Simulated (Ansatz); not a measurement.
# VSn3: the cost of one run

Computed with Ansatz 0.2.0 (DFT PBE, scalar-relativistic, plane waves, PAW, unless a step's input says otherwise).

1 further run of the same task is left out (it didn't finish).

## Step 1: Starting point

It takes space group P6/mmm (No. 191, hexagonal). Conventional cell: a = 4.690 Å, b = 4.690 Å, c = 4.949 Å, α = 90.00°, β = 90.00°, γ = 120.00°. V (site symmetry 6/mmm) has 8 Sn at 2.47 to 2.71 Å as nearest neighbours. Sn (site symmetry 6/mmm) has 2 V at 2.47 Å as nearest neighbours. Around Sn (site symmetry -6m2) lie 3 Sn at 2.71 Å and 3 V at 2.71 Å.

Coordinates:

```xyz
4
Lattice="4.6895 0.0000 0.0000 -2.3448 4.0612 0.0000 0.0000 0.0000 4.9493" Properties=species:S:1:pos:R:3 pbc="T T T"
V     0.0000    0.0000    0.0000
Sn    0.0000    0.0000    2.4747
Sn    0.0000    2.7075    0.0000
Sn    2.3448    1.3537    0.0000
```

This is candidate A: Li3N type (P6/mmm, No. 191).

(A quick probe on a coarse mesh, which set the mesh and smearing, is not shown.)

## Step 3: A loose first relaxation (candidate A)

The input, input.yaml:

```yaml
crystal:
  lattice:
    - [4.6895228777, 0.0, 0.0]
    - [-2.3447614389, 4.0612459438, 0.0]
    - [0.0, 0.0, 4.9493047607]
  atoms:
    - { symbol: V, position: [0.0, 0.0, 0.0], spin: 0.83 }
    - { symbol: Sn, position: [0.0, 0.0, 0.5] }
    - { symbol: Sn, position: [0.3333333333, 0.6666666667, 0.0] }
    - { symbol: Sn, position: [0.6666666667, 0.3333333333, 0.0] }
basis:
  ecutwfc: 420
kpoints:
  mp_grid: { grid: [6, 6, 4] }
hamiltonian:
  xc: pbe
scf:
  occupations: { method: gaussian, width: 0.1 }
  lower_state_search: "off"
output:
  forces: true
  stress: true
  eigenvalues: true
  populations: true
magnetization:
  spin_polarized: true
relax:
  adjacent_minimum: "off"
  f_tol: 0.04
  max_steps: 70
  cell: { stress_tol: 0.4 }
```

Started as:

```
ansatz run input.yaml --threads 1 --pin off --max-ram 2560MiB --backend cpu --events-out ev --progress --plain --runs-dir out
```

**Question.** How long does this run take on 1 thread of Arm Neoverse V1, shared host, and how much memory does it need?

About 75 s, with a peak of 0.46 GiB.
